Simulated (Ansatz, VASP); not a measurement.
BaH4 in VASP and in Ansatz

File POSCAR:

```
BaH4
1.0
    2.2908181299      1.3226044640      3.5362540987
   -2.2908181299      1.3226044640      3.5362540987
    0.0000000000     -2.6452089279      3.5362540987
Ba H
1 4
Direct
    0.0000000000      0.0000000000      0.0000000000
    0.7408673521      0.7408673521      0.7408673521
    0.2591326479      0.2591326479      0.2591326479
    0.4636919780      0.4636919780      0.4636919780
    0.5363080220      0.5363080220      0.5363080220
```

File INCAR.step1:

```
SYSTEM = BaH4
  PREC = Accurate
  ENCUT = 520
  ISMEAR = 0
  SIGMA = 0.02
  LREAL = .FALSE.
  LASPH = .TRUE.
  NELM = 100
  NBANDS = 15
  GGA = PE
  ALGO = Normal
  EDIFF = 1E-4
  LWAVE = .TRUE.
  LCHARG = .FALSE.
```

INCAR.step2

```
SYSTEM = BaH4
  PREC = Accurate
  ENCUT = 520
  EDIFF = 1E-6
  ISMEAR = 0
  SIGMA = 0.02
  LREAL = .FALSE.
  LASPH = .TRUE.
  NELM = 100
  ALGO = Normal
  ISIF = 2
  LWAVE = .FALSE.
  LCHARG = .FALSE.
  METAGGA = R2SCAN
  LMIXTAU = .TRUE.
  NBANDS = 15
  ISTART = 1
```

KPOINTS

```
regular mesh
0
G
  6 6 6
  0 0 0
```

Input for Ansatz:

```yaml
crystal:
  lattice:
    - [2.2908181299, 1.322604464, 3.5362540987]
    - [-2.2908181299, 1.322604464, 3.5362540987]
    - [0.0, -2.6452089279, 3.5362540987]
  atoms:
    - { symbol: Ba, position: [0.0, 0.0, 0.0] }
    - { symbol: H, position: [0.7408673521, 0.7408673521, 0.7408673521] }
    - { symbol: H, position: [0.2591326479, 0.2591326479, 0.2591326479] }
    - { symbol: H, position: [0.463691978, 0.463691978, 0.463691978] }
    - { symbol: H, position: [0.536308022, 0.536308022, 0.536308022] }
basis:
  ecutwfc: 500
kpoints:
  mp_grid: { grid: [6, 6, 6] }
hamiltonian:
  xc: r2scan
scf:
  occupations: { method: gaussian, width: 0.02 }
output:
  forces: false
  stress: false
  eigenvalues: true
  eigenstates:
    kpoints:
      - [0.0, 0.0, 0.0]
      - [0.007291901, -0.007291901, 0.0]
      - [-0.007291901, 0.007291901, 0.0]
      - [0.004209981, 0.004209981, -0.008419962]
      - [-0.004209981, -0.004209981, 0.008419962]
      - [0.011256246, 0.011256246, 0.011256246]
      - [-0.011256246, -0.011256246, -0.011256246]
      - [0.008133058, -0.002179246, -0.005953812]
      - [-0.008133058, 0.002179246, 0.005953812]
      - [0.013115521, 0.002803216, 0.007959368]
      - [-0.013115521, -0.002803216, -0.007959368]
      - [0.010936274, 0.010936274, 0.002005556]
      - [-0.010936274, -0.010936274, -0.002005556]
      - [0.013139411, 0.00471945, 0.00163753]
      - [-0.013139411, -0.00471945, -0.00163753]
      - [0.0, 0.0, 0.5]
      - [0.007291901, -0.007291901, 0.5]
      - [-0.007291901, 0.007291901, 0.5]
      - [0.004209981, 0.004209981, 0.491580038]
      - [-0.004209981, -0.004209981, 0.508419962]
      - [0.011256246, 0.011256246, 0.511256246]
      - [-0.011256246, -0.011256246, 0.488743754]
      - [0.008133058, -0.002179246, 0.494046188]
      - [-0.008133058, 0.002179246, 0.505953812]
      - [0.013115521, 0.002803216, 0.507959368]
      - [-0.013115521, -0.002803216, 0.492040632]
      - [0.010936274, 0.010936274, 0.502005556]
      - [-0.010936274, -0.010936274, 0.497994444]
      - [0.013139411, 0.00471945, 0.50163753]
      - [-0.013139411, -0.00471945, 0.49836247]
    e_range: [-4.587842, 4.587842]
checkpoint:
  read: start.run
  write: ck
  compress: false
  write_wavefunctions: false
  write_every: 100000
```

The cell was built by a generator and needn't be a form met in nature.

Alike in both runs: task single point; functional r2SCAN; k mesh 6 × 6 × 6; occupations gaussian, width 0.02 eV; no spin polarisation.

```csv
,VASP,Ansatz
version,VASP 6.6.1,Ansatz 0.2.0
potentials or method,"VASP PAW PBE potentials, release 64 (Ba_sv, H)","scalar-relativistic, plane waves, PAW"
plane-wave cutoff (eV),520,500
valence electrons in the cell,14,14
```

VASP gave:

| Property | Result |
| --- | --- |
| gap on the k mesh at the Fermi level (eV) | 2.94 |
| least direct gap on the mesh (eV) | 3.33 |

Problem. Estimate Ansatz's values.

Solution. gap on the k mesh at the Fermi level (eV): 3.09; least direct gap on the mesh (eV): 3.39.

Caveats: spin-orbit coupling is left out, which moves the levels of the heavy elements. A k mesh can miss the band edges. r2SCAN opens gaps a little over a GGA but as a rule still falls short of measured ones.
